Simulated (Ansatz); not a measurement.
## Molybdenum (omega (AlB2-type)) across density functionals

All rows: Ansatz, plane waves with scalar-relativistic PAW, 420 eV (500 eV for the SCAN forms), relaxed under each functional, no dispersion correction, no zero-point motion. B₀ comes from uniform scaling at fixed shape; a dash is a value not given.

```json
{"functional": "PBE", "V (Å³/atom)": "16.13", "cell": "a = 4.669 Å, c = 2.563 Å (c/a = 0.549)", "B₀ (GPa)": "238", "magnetic state": "spin not included", "ΔE to bcc (meV/atom)": "403"}
{"functional": "r²SCAN", "V (Å³/atom)": "15.94", "cell": "a = 4.655 Å, c = 2.548 Å (c/a = 0.547)", "B₀ (GPa)": "250", "magnetic state": "spin not included", "ΔE to bcc (meV/atom)": "446"}
{"functional": "PBEsol", "V (Å³/atom)": "15.63", "cell": "a = 4.620 Å, c = 2.536 Å (c/a = 0.549)", "B₀ (GPa)": "257", "magnetic state": "spin not included", "ΔE to bcc (meV/atom)": "413"}
{"functional": "revPBE", "V (Å³/atom)": "16.29", "cell": "a = 4.684 Å, c = 2.572 Å (c/a = 0.549)", "B₀ (GPa)": "230", "magnetic state": "spin not included", "ΔE to bcc (meV/atom)": "400"}
{"functional": "BLYP", "V (Å³/atom)": "16.80", "cell": "a = 4.738 Å, c = 2.592 Å (c/a = 0.547)", "B₀ (GPa)": "213", "magnetic state": "spin not included", "ΔE to bcc (meV/atom)": "354"}
```

Question: What does RPBE give?

Answer: V (Å³/atom): 16.36; cell: a = 4.691 Å, c = 2.575 Å (c/a = 0.549); B₀ (GPa): 227; magnetic state: spin not included; ΔE to bcc (meV/atom): 400.
